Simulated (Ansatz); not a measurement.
Here is an Ansatz 0.2.0 calculation.

input.yaml

```yaml
crystal:
  lattice:
    - [-1.626958, 1.596273, 1.604007]
    - [1.528371, -1.614676, 1.523823]
    - [1.589008, 1.576726, -1.62241]
  atoms:
    - { symbol: Zn, position_ang: [0.0, 0.0, 0.0] }
hamiltonian:
  xc: r2scan
  pseudopotentials: { kind: paw, source: ansatz }
  dispersion: d3bj
kpoints:
  mp_grid: { grid: [9, 9, 9] }
scf:
  occupations: { method: methfessel_paxton, width: 0.025 }
output:
  forces: true
  stress: true
  eigenvalues: true
  write_density: true
  write_potential: true
  elf: true
  volumetric_format: npy
```

Potentials or basis: Ansatz PAW earlier set.

Run with:

```bash
$ ansatz run input.yaml --threads 1 --pin off --max-ram 2560MiB --backend cpu --events-out ev --progress --plain --runs-dir out
```

Q: Predict the band gap on the k mesh.

A: None (metal or under the smearing width).

Q: Estimate the pressure.

A: -5.9 GPa.

Stress tensor (GPa, compression positive):
```
-5.54  1.40 -1.02
 1.40 -6.56  0.37
-1.02  0.37 -5.54
```

Caveat: pairwise dispersion overbinds metals, which lowers pressure and volume; the PAW data sets come from PBE, with cores solved anew for the run's functional, which leaves a small shift of forces and pressure; the dispersion damping was fitted for another functional or another form of the correction.
